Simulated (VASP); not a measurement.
A run of VASP 6.6.1 is set up as follows.

The input run.py:

```python
from ase import Atoms
from ase.calculators.vasp import Vasp
from ase.dft.bandgap import bandgap

atoms = Atoms(
    ['W', 'W', 'C'],
    cell=[[3.070045642, 0.0, 0.0], [-1.535022821, 2.6587375167, 0.0], [0.0, 0.0, 4.678428]],
    scaled_positions=[[0.6666666667, 0.3333333333, 0.253669], [0.3333333333, 0.6666666667, 0.746331], [0.0, 0.0, 0.0]],
    pbc=True,
)
calc = Vasp(
    directory='calc',
    xc='pbesol',
    pp='PBE',
    setups='gw',
    prec='Accurate',
    encut=550,
    ediff=1e-07,
    ismear=0,
    sigma=0.02,
    lreal=False,
    lasph=True,
    nelm=100,
    algo='Fast',
    isif=2,
    lwave=False,
    lcharg=True,
    lelf=True,
    lvhar=True,
    kpts=[10, 10, 6],
    gamma=True,
    nbands=23,
)
atoms.calc = calc

print('energy (eV):', atoms.get_potential_energy())
print('free energy (eV):', atoms.get_potential_energy(force_consistent=True))
print('forces (eV/A):')
print(atoms.get_forces())
print('stress (eV/A^3, Voigt):', atoms.get_stress())
print('Fermi level (eV):', calc.get_fermi_level())
gap, top, bottom = bandgap(calc)
print('band gap (eV):', gap, 'from (spin, k, band)', top, 'to', bottom)
```

Potentials or basis: VASP PAW PBE potentials, release 64 (W_sv_GW, C_GW).

Run with:

```bash
$ python run.py
```

Question: Predict the band gap on the k mesh.

Answer: None (metal or under the smearing width).

Question: Predict the largest force.

Answer: 0.151 eV/Å.

Forces in eV/Å, atoms in the order of the input:
```
W    0.000  0.000 -0.151
W    0.000  0.000  0.151
C    0.000  0.000  0.000
```

Caveat: the PAW data sets were made with another functional, which shifts forces and pressure a little. Spin-orbit coupling is left out, which matters for the levels of W.
